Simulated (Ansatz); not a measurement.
## Levels of theory for CdS (zincblende)

All numbers come from the PAW code Ansatz. The values are computed, non-magnetic, and not measurements.

The cell is zincblende CdS; cell and atoms were relaxed with r2SCAN. Cd has 4 S at 2.55 Å; S has 4 Cd at 2.55 Å.

Space group F-43m (No. 216). a = 5.878 Å, b = 5.878 Å, c = 5.878 Å, α = 90.00°, β = 90.00°, γ = 90.00°
```csv
atom,site,symmetry,x,y,z
Cd,4a,-43m,0.0000,0.0000,0.0000
S,4d,-43m,0.2500,0.2500,0.7500
```

On this one geometry the levels give:

| level | k mesh | gap (eV) | kind | edges | least direct gap (eV) |
| --- | --- | --- | --- | --- | --- |
| PBE | 8×8×8 | 1.10 | direct | Γ | 1.10 |
| PBE+SOC | 8×8×8 | 1.08 | direct | Γ | 1.08 |
| r2SCAN | 8×8×8 | 1.54 | direct | Γ | 1.54 |
| HSE06 | 6×6×6 | 2.11 | direct | Γ | 2.11 |
| PBE0 | 6×6×6 | 2.75 | direct | Γ | 2.75 |

PBE, PBE+SOC: smearing of 0.02 eV; the others have fixed occupations.
Wave cutoffs: 420 eV, 500 eV (r2SCAN).

The HSE06 gap is direct at Γ: 2.11 eV. Spin-orbit coupling changes the PBE gap by -0.02 eV, to 1.08 eV; at Γ the threefold valence level splits into a fourfold and a twofold level 0.046 eV apart, the fourfold one on top.

r2SCAN covers 44 % of the step from PBE to HSE06, while HSE06 needs about 14 times r2SCAN's cost (on a coarser mesh). Spin-orbit coupling moves the least or the direct gap by up to 0.02 eV, so it can be left out where a tenth of an eV counts. All these functionals give a gap of the same kind, direct.

Only the levels marked +SOC include spin-orbit coupling.

The meshes of the hybrids are coarse, so their gaps aren't converged to the digits shown.
